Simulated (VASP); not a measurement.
# Cs2SnI6 (Fm-3m) in VASP: a series of runs, part 2 of 2

VASP 6.6.1. The steps go on from the part before.

## (4) Phonons, LDA

This run uses another cell than the first one, of 40.03 Å³/atom, 0.917 times its volume.

Contents of POSCAR:

```
Cs2SnI6
1.0
   -0.0000000000      5.6477869420      5.6477869420
    5.6477869420     -0.0000000000      5.6477869420
    5.6477869420      5.6477869420      0.0000000000
  Cs              Sn              I
     2     1     6
Direct
     0.2500000000000000    0.2500000000000000    0.2500000000000000
     0.7500000000000000    0.7500000000000000    0.7500000000000000
     1.0000000000000000    0.0000000000000000    1.0000000000000000
     0.7479165264085089    0.2520834735914911    0.2520834735914911
     0.2520834735914911    0.7479165264085089    0.2520834735914911
     0.2520834735914911    0.7479165264085089    0.7479165264085089
     0.7479165264085089    0.2520834735914911    0.7479165264085089
     0.2520834735914911    0.2520834735914911    0.7479165264085089
     0.7479165264085089    0.7479165264085089    0.2520834735914911
```

Contents of INCAR.step1:

```
PREC = Accurate ; ENCUT = 600
EDIFF = 1E-8 ; ISMEAR = 0
SIGMA = 0.03 ; LREAL = F
LASPH = T ; NELM = 80
ALGO = Fast ; ISIF = 3
LWAVE = F ; LCHARG = F
KPAR = 2 ; IBRION = 2
NSW = 40 ; EDIFFG = -0.002
```

Contents of INCAR.step2:

```
PREC = Accurate ; ENCUT = 600
EDIFF = 1E-8 ; ISMEAR = 0
SIGMA = 0.03 ; LREAL = F
LASPH = T ; NELM = 80
ALGO = Fast ; ISIF = 2
LWAVE = F ; LCHARG = F
KPAR = 2 ; IBRION = 6
NFREE = 2 ; POTIM = 0.015
NSW = 1
```

Contents of KPOINTS:

```
regular mesh
0
Gamma
  6 6 6
```

Potentials or basis: VASP PAW LDA potentials, release 64 (Cs_sv, Sn_d, I).

Run with:

```sh
$ cat potpaw_LDA.64/Cs_sv/POTCAR potpaw_LDA.64/Sn_d/POTCAR potpaw_LDA.64/I/POTCAR > POTCAR
$ cp INCAR.step1 INCAR
$ mpirun -np 2 vasp_std > vasp.out
$ cp CONTCAR POSCAR
$ cp INCAR.step2 INCAR
$ mpirun -np 2 vasp_std > vasp.out
```

OUTCAR:

```text
PREC = Accurate
   ENCUT = 600
   EDIFF = 1E-8
   ISMEAR = 0
   LREAL = F
   LASPH = T
   NELM = 80
   ISIF = 2
   IBRION = 6
   NFREE = 2
   POTIM = 0.015
   NSW = 1

 ion  position               nearest neighbor table
   1  0.250  0.250  0.250-
   2  0.750  0.750  0.750-
   3  0.000  0.000  0.000-   4 2.85   5 2.85   6 2.85   7 2.85   8 2.85   9 2.85
   4  0.748  0.252  0.252-   3 2.85
   5  0.252  0.748  0.252-   3 2.85
   6  0.252  0.748  0.748-   3 2.85
   7  0.748  0.252  0.748-   3 2.85
   8  0.252  0.252  0.748-   3 2.85
   9  0.748  0.748  0.252-   3 2.85

  LATTYP: Found a face centered cubic cell.
 ALAT       =    11.2935243094

  Lattice vectors:

 A1 = (   0.0000000000,   5.6467621547,   5.6467621547)
 A2 = (   5.6467621547,   0.0000000000,   5.6467621547)
 A3 = (   5.6467621547,   5.6467621547,   0.0000000000)

Analysis of symmetry for initial positions (statically):
=====================================================================
 Subroutine PRICEL returns:
 Original cell was already a primitive cell.

 Routine SETGRP: Setting up the symmetry group for a
 face centered cubic supercell.

 Subroutine GETGRP returns: Found 48 space group operations
 (whereof 48 operations were pure point group operations)
 out of a pool of 48 trial point group operations.

The static configuration has the point symmetry O_h .

Analysis of symmetry for dynamics (positions and initial velocities):
=====================================================================
 Subroutine PRICEL returns:
 Original cell was already a primitive cell.

 Routine SETGRP: Setting up the symmetry group for a
 face centered cubic supercell.

[... 520 lines left out ...]
 Fermi energy:         2.6051300670

 k-point     1 :       0.0000    0.0000    0.0000
  band No.  band energies     occupation
      1     -18.8693      2.00000
      2     -18.8693      2.00000
      3     -18.8061      2.00000
      4     -18.8060      2.00000
      5     -18.8060      2.00000
      6     -17.7901      2.00000
[... 1117 lines left out ...]
     43       7.4141      0.00000
     44       7.5291      0.00000

 [... further k-points ...]

------------------------ aborting loop because EDIFF is reached ----------------------------------------

  FORCE on cell =-STRESS in cart. coord.  units (eV):
  Direction    XX          YY          ZZ          XY          YZ          ZX
  --------------------------------------------------------------------------------------
  -------------------------------------------------------------------------------------
  Total       -0.0018356     -0.0014949     -0.0013802      0.0259689      0.0000000      0.0000000
  in kB       -0.0081668     -0.0066512     -0.0061407      0.1155407      0.0000000      0.0000000
  external PRESSURE =      -0.0069862 kB  Pullay stress =       0.0000000 kB
[... 24 lines left out ...]
  FREE ENERGIE OF THE ION-ELECTRON SYSTEM (eV)
  ---------------------------------------------------
  free  energy   TOTEN  =       -26.8926043081 eV

  energy  without entropy=      -26.8922655363  energy(sigma->0) =      -26.89243492

 INTERNAL STRAIN TENSORS FROM DISPLACED ATOMS
 ============================================

 INTERNAL STRAIN TENSOR FOR ION    1 for displacements in x,y,z  (eV/Angst):
          X           Y           Z          XY          YZ          ZX
  --------------------------------------------------------------------------------
  x     0.00000    -0.00000    -0.00000     0.00000     0.06848     0.00000
  y    -0.00000     0.00000    -0.00000     0.00000     0.00000     0.06848
  z    -0.00000    -0.00000     0.00000     0.06848     0.00000     0.00000

 INTERNAL STRAIN TENSOR FOR ION    9 for displacements in x,y,z  (eV/Angst):
          X           Y           Z          XY          YZ          ZX
  --------------------------------------------------------------------------------
  x     0.00000     0.00000     0.00000     0.00000     0.00000     1.73380
  y     0.00000     0.00000     0.00000     0.00000     1.73380     0.00000
  z     1.75246     1.75246    11.60366     0.00000     0.00000    -0.00000

 Eigenvectors and eigenvalues of the dynamical matrix
   1 f  =    4.871145 THz    30.606307 2PiTHz  162.483910 cm-1    20.145428 meV
   2 f  =    4.871145 THz    30.606307 2PiTHz  162.483910 cm-1    20.145428 meV
   3 f  =    4.871145 THz    30.606307 2PiTHz  162.483910 cm-1    20.145428 meV
   4 f  =    3.794321 THz    23.840422 2PiTHz  126.564923 cm-1    15.692044 meV
   5 f  =    2.744575 THz    17.244676 2PiTHz   91.549183 cm-1    11.350647 meV
   6 f  =    2.744575 THz    17.244676 2PiTHz   91.549183 cm-1    11.350647 meV
[... 13 lines left out ...]
  20 f  =    1.147141 THz     7.207700 2PiTHz   38.264506 cm-1     4.744192 meV
  21 f  =    1.147141 THz     7.207700 2PiTHz   38.264506 cm-1     4.744192 meV
  22 f/i=    0.006554 THz     0.041183 2PiTHz    0.218633 cm-1     0.027107 meV
  23 f/i=    0.006554 THz     0.041183 2PiTHz    0.218633 cm-1     0.027107 meV
  24 f/i=    0.006554 THz     0.041183 2PiTHz    0.218633 cm-1     0.027107 meV
  25 f/i=    0.409000 THz     2.569820 2PiTHz   13.642759 cm-1     1.691486 meV
  26 f/i=    0.409000 THz     2.569820 2PiTHz   13.642759 cm-1     1.691486 meV
  27 f/i=    0.409000 THz     2.569820 2PiTHz   13.642759 cm-1     1.691486 meV

 ELASTIC MODULI CONTR FROM IONIC RELAXATION (kBar)
 Direction    XX          YY          ZZ          XY          YZ          ZX
 --------------------------------------------------------------------------------
 XX        -237.7613    -16.9780    -16.9780      0.0000      0.0000     -0.0000
 YY         -16.9780   -237.7613    -16.9780     -0.0000     -0.0000     -0.0000
 ZZ         -16.9780    -16.9780   -237.7613     -0.0000     -0.0000     -0.0000
 XY           0.0000     -0.0000     -0.0000    -26.3162     -0.0000     -0.0000
 YZ           0.0000     -0.0000     -0.0000     -0.0000    -26.3162      0.0000
 ZX          -0.0000     -0.0000     -0.0000     -0.0000      0.0000    -26.3162
 --------------------------------------------------------------------------------
```

Wall time 53 min (2 MPI ranks of Intel Xeon Platinum 8488C (Sapphire Rapids), shared host); peak memory 1.7 GiB.

What came out:

* Relaxed volume: 40.01 Å³/atom
* Relaxed cell: a = 7.986 Å, b = 7.986 Å, c = 7.986 Å, α = 60.00°, β = 60.00°, γ = 60.00°
* Space group after relaxing (to 0.05 Å): Fm-3m (No. 225)
* Highest phonon frequency at Γ, LO-TO splitting left out: 162 cm⁻¹

Final structure:
```
CELL_PARAMETERS angstrom
0.00000 5.64676 5.64676
5.64676 0.00000 5.64676
5.64676 5.64676 0.00000
ATOMIC_POSITIONS crystal
Cs 0.25000 0.25000 0.25000
Cs 0.75000 0.75000 0.75000
Sn 0.00000 0.00000 0.00000
I 0.74784 0.25216 0.25216
I 0.25216 0.74784 0.25216
I 0.25216 0.74784 0.74784
I 0.74784 0.25216 0.74784
I 0.25216 0.25216 0.74784
I 0.74784 0.74784 0.25216
```

Phonon frequencies in cm⁻¹ (negative: imaginary):
```csv
q point,frequencies
"(0.000, 0.000, 0.000)",-14 -14 -14 0 0 0 38 38 38 44 44 44 48 48 48 72 72 72 76 76 76 92 92 127 162 162 162
```

Caveat: some modes are imaginary.

## (5) The runs side by side

```csv
task,level,potentials or basis,cell,cutoff (eV),by perturbation theory,gap on the mesh (eV)
band structure,PBE,"VASP PAW PBE potentials, release 64 (Cs_sv, Sn_d, I)","Fm-3m, 43.67 Å³/atom",520,-,0.16
band structure,TB-mBJ,"VASP PAW PBE potentials, release 64 (Cs_sv, Sn_d, I)","Fm-3m, 43.67 Å³/atom",520,-,0.81
phonons,LDA,"VASP PAW LDA potentials, release 64 (Cs_sv, Sn_d, I)",relaxed,600,no,-
```

Alike in all rows: no spin polarisation; k mesh 6 × 6 × 6; smearing gaussian 0.03 eV.

Caveats: spin-orbit coupling is left out, which moves the levels of the heavy elements (some runs); the PAW data sets were made with another functional, which shifts forces and pressure a little (some runs); some modes are imaginary (some runs).

Total energies depend on the potentials used, so only differences within one code and one set of settings carry meaning.

## (6) How close it comes

Step 2. Against the measured gap of Cs2SnI6, 1.3 eV (optical; powder; “Changes in charge density vs changes in formal oxidation states: The case of Sn halide perovskites and their ordered vacancy analogues”, 2017, arxiv:1705.01565), the calculated 0.16 eV is off by -1.14 eV. So large a miss can be the level of theory's own, or it may mean another phase, state or a wrong row. Spin-orbit coupling on Cs, I, Sn is left out. The value is that of PBE, without temperature or zero-point motion. Semilocal functionals fall short of measured gaps as a rule.

Step 3. Measured gap of Cs2SnI6: 1.3 eV (optical; powder; “Changes in charge density vs changes in formal oxidation states: The case of Sn halide perovskites and their ordered vacancy analogues”, 2017, arxiv:1705.01565). This calculation gives 0.81 eV (-0.49 eV). Spin-orbit coupling on Cs, I, Sn is left out. The value is that of TB-mBJ, without temperature or zero-point motion.
